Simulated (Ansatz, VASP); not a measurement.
One calculation of CoO, two programs

INCAR

```
PREC = Accurate
ENCUT = 520
EDIFF = 1E-6
ISMEAR = -1
SIGMA = 0.05
LREAL = F
LASPH = T
NELM = 150
ALGO = Normal
ISIF = 2
LWAVE = F
LCHARG = T
ISPIN = 2
MAGMOM = 2 0
LORBIT = 11
LMAXMIX = 4
GGA = PS
LELF = T
LVHAR = T
NBANDS = 18
```

The input KPOINTS:

```
regular mesh
0
Gamma
  10 10 10
```

Contents of POSCAR:

```
CoO
1.0
    1.5695123000      0.9061583489      2.5140792326
   -1.5695123000      0.9061583489      2.5140792326
    0.0000000000     -1.8123166978      2.5140792326
Co O
1 1
Direct
    0.9989783200      0.9989783200      0.9989783200
    0.7510210300      0.7510210300      0.7510210300
```

The input input.yaml:

```yaml
crystal:
  lattice:
    - [1.5695123, 0.9061583489, 2.5140792326]
    - [-1.5695123, 0.9061583489, 2.5140792326]
    - [0.0, -1.8123166978, 2.5140792326]
  atoms:
    - { symbol: Co, position: [0.99897832, 0.99897832, 0.99897832], spin: 2.0 }
    - { symbol: O, position: [0.75102103, 0.75102103, 0.75102103] }
hamiltonian:
  xc: pbesol
  pseudopotentials: { kind: paw }
magnetization:
  spin_polarized: true
kpoints:
  mp_grid: { grid: [10, 10, 10] }
scf:
  occupations: { method: fermi_dirac, width: 0.05 }
output:
  forces: true
  stress: true
  eigenvalues: true
  write_density: true
  write_potential: true
  elf: true
  volumetric_format: npy
```

Measurements of this composition are mostly on another form, of space group No. 225.

Alike in both runs: task single point; functional PBEsol; k mesh 10 × 10 × 10; occupations fermi-dirac, width 0.05 eV; collinear spin.

```csv
,VASP,Ansatz
version,VASP 6.6.1,Ansatz 0.2.0
potentials or method,"VASP PAW PBE potentials, release 64 (Co, O)",Ansatz PAW
plane-wave cutoff (eV),520,420
valence electrons in the cell,15,23
```

Ansatz gave:

- gap on the k mesh at the Fermi level (eV): none
- pressure (GPa): -2.0
- largest component of the traceless stress (GPa): 3.92
- rms of the force components (eV/Å): 0.164
- net moment per atom (μB): 1.20
- size of the moment on the site where the two differ most (μB): 1.92

Problem. What did VASP give for the same quantities?

Solution. gap on the k mesh at the Fermi level (eV): none; pressure (GPa): -2.4; largest component of the traceless stress (GPa): 3.94; rms of the force components (eV/Å): 0.167; net moment per atom (μB): 1.18; size of the moment on the site where the two differ most (μB): 2.06.

Site moments also hang on the region over which each program counts them. Atom by atom the forces differ by 0.003 eV/Å (rms over components). A gap of «none» marks a metal or a gap that the smearing closes. The functional is the same, so the differences come from potentials, cutoffs and numerics. The two sets of potentials don't hold the same shells in valence.

Caveats: a cell with one magnetic atom can't hold antiferromagnetic order, which such compounds often take; semilocal functionals often make such compounds metallic where correlation or magnetic order opens a gap, which also shifts bond lengths; the PAW data sets were made with another functional, which shifts forces and pressure a little (VASP); the pressure holds a Pulay correction of +0.7 GPa for the finite cutoff (Ansatz); the PAW data sets come from PBE, with cores solved anew for the run's functional, which leaves a small shift of forces and pressure (Ansatz).
